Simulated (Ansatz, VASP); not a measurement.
## Cu in VASP and in Ansatz

```
CELL_PARAMETERS angstrom
2.51968 0.00000 0.00000
0.00000 2.51968 0.00000
0.00000 0.00000 24.12674
ATOMIC_POSITIONS crystal
Cu 0.50000 0.50000 0.35231
Cu 0.00000 0.00000 0.42615
Cu 0.50000 0.50000 0.50004
Cu 0.00000 0.00000 0.57409
Cu 0.50000 0.50000 0.64555
```

Alike in both runs: functional PBEsol; k mesh 11 × 11 × 1; occupations gaussian, width 0.1 eV; no spin polarisation.

Ansatz relaxed the structure, and its values are those at the end. VASP's run is a single point on that final structure, the one shown.

|  | VASP | Ansatz |
| --- | --- | --- |
| version | VASP 6.6.1 | Ansatz 0.2.0 |
| potentials or method | VASP PAW PBE potentials, release 64 (Cu) | scalar-relativistic, plane waves, PAW |
| plane-wave cutoff (eV) | 520 | 420 |
| valence electrons in the cell | 55 | 95 |

Ansatz gave:

```
gap on the k mesh at the Fermi level (eV)  : none
rms of the force components (eV/Å)         : 0.088
work function, face that differs most (eV) : 4.65
```

**Question.** Estimate VASP's values.

**Answer.** gap on the k mesh at the Fermi level (eV): none; rms of the force components (eV/Å): 0.083; work function, face that differs most (eV): 4.49.

A gap of «none» marks a metal or a gap that the smearing closes. With one functional, cell and mesh, what is left measures potentials, basis and numerics. The two sets of potentials don't hold the same shells in valence.

Caveats: the PAW data sets were made with another functional, which shifts forces and pressure a little (VASP).
